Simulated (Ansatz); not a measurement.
An elastic constant from a strain scan in Ta2N

Method: DFT PBEsol, scalar-relativistic, plane waves, PAW (Ansatz). The runs took a 420 eV cutoff, a Γ-centred 18×18×10 mesh and Gaussian smearing (0.15 eV). Spin–orbit coupling is left out, which can shift energies with elements as heavy as these. No spin polarisation. Energies are free energies at this smearing, counted from the undisturbed cell; pressure is positive in compression.

Zero of the scan (relaxed at this level; it needn't be the usual structure):

```
CELL_PARAMETERS angstrom
3.07862 0.00000 0.00000
-1.53931 2.66616 0.00000
0.00000 0.00000 4.82326
ATOMIC_POSITIONS crystal
Ta 0.66667 0.33333 0.74626
Ta 0.33333 0.66667 0.25374
N 0.00000 0.00000 0.00000
```

The cell is strained by ε times the Voigt pattern (0, 1, 0, 0, 0, 0) (xx, yy, zz, yz, xz, xy; engineering shear) with fractional coordinates fixed. The cell holds 3 atoms in V0 = 39.59 Å³. The stress column is τ = (1/V0) dE/dε, got from the stress tensor σ (compression positive) at each point as −det(1 + εP) σ : P(1 + εP)⁻¹, with P the pattern as a tensor.

| ε | ΔE (meV/atom) | τ (GPa) |
| --- | --- | --- |
| -0.0200 | 8.535 | -10.626 |
| -0.0150 | 4.742 | -7.825 |
| -0.0100 | 2.079 | -5.120 |
| 0.0000 | 0.000 | 0.018 |
| 0.0050 | 0.517 | 2.459 |
| 0.0150 | 4.466 | 7.096 |
| 0.0200 | ? | ? |

Q: Which combination of elastic constants does this scan measure, and how large is it?

A: For small ε, τ = τ0 + Kε with K = pᵀCp, which for this pattern is C22 in the Cartesian frame shown. The parabola through τ at ε = -0.0100, 0 and 0.0050 has slope K = 497 GPa at zero. The energies per cell, E = NΔE, of the same two points give K = 2[E(ε₊)/ε₊ − E(ε₋)/ε₋]/[(ε₊ − ε₋)V0] = 504 GPa, in agreement. These are clamped-ion values.

Q: Predict the withheld row at ε = 0.0200 from the harmonic law, and compare.

A: ΔE = V0(τ0 ε + Kε²/2)/N = 8.213 meV/atom and τ = 9.95 GPa. The calculation gives 7.846 meV/atom and 9.29 GPa, a miss of 4.5 % of the harmonic energy, so the harmonic law still holds here.

Forces appear on the atoms along this scan, and letting them relax would lower the energy and soften the response. In a metal these slopes depend on the k mesh and the smearing.